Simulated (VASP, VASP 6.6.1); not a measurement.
# Lattice constants of hexagonal SnAu with PBEsol: a student's log

*Notes of a novice, printed with their mistakes. Don't take the settings or the reasoning as a model; a review follows at the end.*

## Background

SnAu is a compound of tin and gold with a hexagonal cell, space group P6₃/mmc, holding four atoms. I want to reproduce its two lattice constants, a and c. The values I compare with are from "Electronic structure of Au-Sn compounds grown on Au(111)" (2019, arXiv:1911.10002). The authors did not measure them there. They took an experimental structure from earlier work and used it as the input for their own calculations. The temperature of the original measurement is not given, so I will compare my numbers with the table directly. My starting cell comes from a published structure refinement and is almost the same: a differs by 0.001 Å and c is identical.

| compared with | measured | method |
| --- | --- | --- |
| lattice constant a of the conventional cell (Å) | 4.322 | literature experimental structure |
| lattice constant c of the conventional cell (Å) | 5.523 | literature experimental structure |

Conditions are those given with the value in the passage it was taken from; "not stated" means there, and the paper may say more elsewhere.

## Strategy

The aim is to let the program relax the cell and read off a and c. The model is the four-atom cell repeated in all directions. I will use PBEsol, because I have read that it is good for lattice constants of solids. My target is to be within 0.05 Å on both. That is about one percent, which sounds accurate enough to me; I have no better reason for it. I will begin with light settings to save time, and if the numbers come out close I will keep them.

System: SnAu; P6_3/mmc (No. 194), 4 atoms in the cell; conventional a = 4.323, c = 5.523 A, from a published structure refinement (COD).

On the selection of runs and values: Further runs on this system are not shown.

## 1. A quick relaxation with few k-points

I am taking a 2×2×2 k mesh because it should finish fast. The cell has only four atoms, so I think a few k-points will do for such a small thing. The start is already the experimental structure, and I expect a and c to stay near it.

**Run 1.** VASP 6.6.1: PBEsol; 450 eV, 2x2x2 k mesh; cell and atoms relaxed.

Key lines of the input:
```
PREC = Accurate
ENCUT = 450
EDIFF = 1E-06
NELM = 60
ISMEAR = 1
SIGMA = 0.15
ALGO = Normal
GGA = PS
NBANDS = 31
IBRION = 2
NSW = 50
ISIF = 3
EDIFFG = -0.004
KPOINTS: Gamma, 2 2 2
PAW data sets: Au Sn_d (PBE 64)
```

Command:
```
mpirun -np 4 vasp_std
```

Selected lines of the output:
```
 reached required accuracy - stopping structural energy minimisation
  external PRESSURE =       0.0137596 kB  Pullay stress =       0.0000000 kB
     3.893989318 -0.000000000  0.000000000     0.256806046  0.148267040 -0.000000000
     0.000000000 -0.000000000  6.730335864    -0.000000000  0.000000000  0.148580995
```

Converged; 11 s on 4 cores of Intel Xeon 6975P-C (Granite Rapids), shared host.

| quantity | run 1 | measured | deviation |
| --- | --- | --- | --- |
| lattice constant a of the conventional cell (Å) | 3.894 | 4.322 | −0.428 (−9.9 %) |
| lattice constant c of the conventional cell (Å) | 6.730 | 5.523 | +1.207 (+21.9 %) |
| volume of the conventional cell (Å³) | 88.38 |  |  |
| space group at the end | P6_3/mmc |  |  |
| pressure left at the end (GPa) | 0.0014 |  |  |

This is far off. a has shrunk to 3.894 Å and c has grown to 6.730 Å, which is 21.9 % too long. I do not understand it, because the program says it reached the required accuracy and the pressure left is almost zero. The space group is still P6₃/mmc, so I take the calculation itself to be fine. The cell has stretched along c, as if the layers did not hold together. I have read that ordinary functionals miss the van der Waals attraction between layers, and I think that is what has happened here.

## 2. Adding dispersion to pull c back

I will add the D3(BJ) correction to PBEsol. It is an extra attraction, so it should pull the layers together and shorten c. The first run took only seconds, so I can afford a 10×10×6 mesh this time, and I will relax twice to be safe. I expect c to come down a good deal, and I hope a goes back up with it.

**Run 2.** VASP 6.6.1: PBEsol + D3(BJ); 450 eV, 10x10x6 k mesh; cell and atoms relaxed, relaxed twice.

Key lines of the input, as changed from run 1:
```diff
- NELM = 60
+ NELM = 100
+ IVDW = 12
- KPOINTS: Gamma, 2 2 2
+ KPOINTS: Gamma, 10 10 6
```

Selected lines of the output:
```
[second pass]
   1 F= -.19089145E+02 E0= -.19088771E+02  d E =-.190891E+02
 reached required accuracy - stopping structural energy minimisation
     4.277309977  0.000000000  0.000000000     0.233791800  0.134979759  0.000000000
     0.000000000  0.000000000  5.486880898     0.000000000  0.000000000  0.182252908
```

Converged; 77 s, same machine (all steps together).

| quantity | run 2 | measured | deviation |
| --- | --- | --- | --- |
| lattice constant a of the conventional cell (Å) | 4.277 | 4.322 | −0.045 (−1.0 %) |
| lattice constant c of the conventional cell (Å) | 5.487 | 5.523 | −0.036 (−0.7 %) |
| volume of the conventional cell (Å³) | 86.94 |  |  |
| space group at the end | P6_3/mmc |  |  |
| pressure left at the end (GPa) | 0.0097 |  |  |

Now a is 4.277 Å and c is 5.487 Å. They are 0.045 Å and 0.036 Å too short, so both are inside my target of 0.05 Å. c has come down by more than 1.2 Å and a has gone back up, which is what I hoped the dispersion correction would do. So it was the van der Waals attraction that was missing, and SnAu must be a layered material held together by it. The second relaxation stopped after one step, and I take that to mean the numbers are final. I am keeping these two values and see no reason to go on.

## Results at a glance

| run | settings | lattice constant a of the conventional cell (Å) | deviation | lattice constant c of the conventional cell (Å) | deviation | cost |
| --- | --- | --- | --- | --- | --- | --- |
| 1 | PBEsol, 2x2x2 k mesh | 3.894 | −0.428 (−9.9 %) | 6.730 | +1.207 (+21.9 %) | under 1 core-min |
| 2 | PBEsol + D3(BJ), 10x10x6 k mesh, relaxed twice | 4.277 | −0.045 (−1.0 %) | 5.487 | −0.036 (−0.7 %) | 5.1 core-min |
|  | measured | 4.322 |  | 5.523 |  |  |

## State of play

I am finished with SnAu. PBEsol with D3(BJ) gives a = 4.277 Å and c = 5.487 Å, against 4.322 Å and 5.523 Å in the literature. Both are within the 0.05 Å I set myself, so I count this as a success. Plain PBEsol gave a c of 6.730 Å, and I conclude that it cannot describe this compound because it leaves out the van der Waals attraction between the layers.

What I take from this is that a dispersion correction should be switched on for compounds like this one. I also think the light k mesh was a good way to begin, since it showed me in a few seconds that the functional was the problem. Both constants are still a little short, but one percent is close enough for me. I will write these two numbers into my thesis and use the same settings for the next gold compound.

## Review

Further runs made for the review:

| reviewer's run | settings | lattice constant a of the conventional cell (Å) | deviation | lattice constant c of the conventional cell (Å) | deviation | cost |
| --- | --- | --- | --- | --- | --- | --- |
| R1 | PBEsol, 5x5x4 k mesh | 4.334 | +0.012 (+0.3 %) | 5.538 | +0.015 (+0.3 %) | 1.7 core-min |
| R2 | PBEsol, 10x10x6 k mesh | 4.337 | +0.015 (+0.4 %) | 5.538 | +0.015 (+0.3 %) | 3.7 core-min |
| R3 | PBEsol, 14x14x10 k mesh | 4.332 | +0.010 (+0.2 %) | 5.554 | +0.031 (+0.6 %) | 9.5 core-min |
|  | measured | 4.322 |  | 5.523 |  |  |

The notebook is open about where its reference values come from, and it sets a target before computing. That target of 0.05 Å is too loose, though: it is wider than the error of plain PBEsol here, so meeting it says little about the method. Closeness to experiment is also no reason to keep light settings; they have to be tested against tighter ones. One detail in the log needs correcting: the relaxation did not start from the experimental structure itself, but from that structure slightly stretched in volume.

Run 1 fails because of its 2×2×2 k mesh. The argument that a small cell needs few k-points is backwards: the smaller the cell, the more k-points it needs, and a metal needs a dense mesh in any case. An error of 21.9 % in c should have prompted a test of the mesh before any thought about the physics. The reassuring signs prove little. The low pressure and the "required accuracy" message only say that the relaxation finished on that mesh, and the space group was kept by construction. Nor does the cell look like layers drifting apart, since a came out 9.9 % too short while c grew. A 5×5×4 mesh (R1) already gives 4.334 and 5.538 Å for 1.7 core-minutes, so a cheap start was possible.

Run 2 uses a sensible mesh, and relaxing twice is good practice. But it changes the mesh and adds D3(BJ) in the same step, then credits the dispersion correction with the whole improvement. The missing control is PBEsol on the same mesh without D3 (R2), which costs 3.7 core-minutes, less than run 2 itself. It gives 4.337 and 5.538 Å, each 0.015 Å too long. The mesh therefore repaired the cell. D3 then shortened a by 0.060 Å and c by 0.051 Å, leaving both further from experiment than before. It did not push a back up, and its pull is not confined to the c direction.

SnAu is not a layered van der Waals material. It is a metallic compound of the nickel arsenide type, bonded in all three dimensions. Pairwise corrections such as D3 can easily overbind in metals, where screening weakens the attraction.

The short second relaxation shows that the cell is settled for the chosen settings, not that the numbers are final. A 14×14×10 mesh (R3) still moves c by 0.016 Å from R2, to 5.554 Å.

The closing lessons should therefore be reversed. Run 1 exposed a poor mesh, not a poor functional, and it gives no reason to switch on dispersion for similar compounds. The values from run 2 should not go into the thesis as they stand, nor should its settings be carried over to the next gold compound untested.

Verdict: plain PBEsol describes SnAu well, within about 0.03 Å on both constants. The small excess that remains is comparable to the remaining mesh error, though the densest mesh makes c longer, not shorter. Thermal expansion and zero-point motion, which the calculation leaves out, do not explain it either: both would normally lengthen the computed cell and widen the gap slightly. Nothing here gives cause to doubt the measured values.

[Logs are printed without paths, hosts, clocks, repeated set-up lines and the standing remarks that a program may print on its own settings, such as how far it seeks lower states.]

[The runs shown are a pick from a larger set of finished runs; failed, doubtful and other runs were left out of it ahead of writing. So were measured values far from every level or from commonly accepted values, and agreement can look better than it is. Lines of input and output are excerpts and may be shortened.]
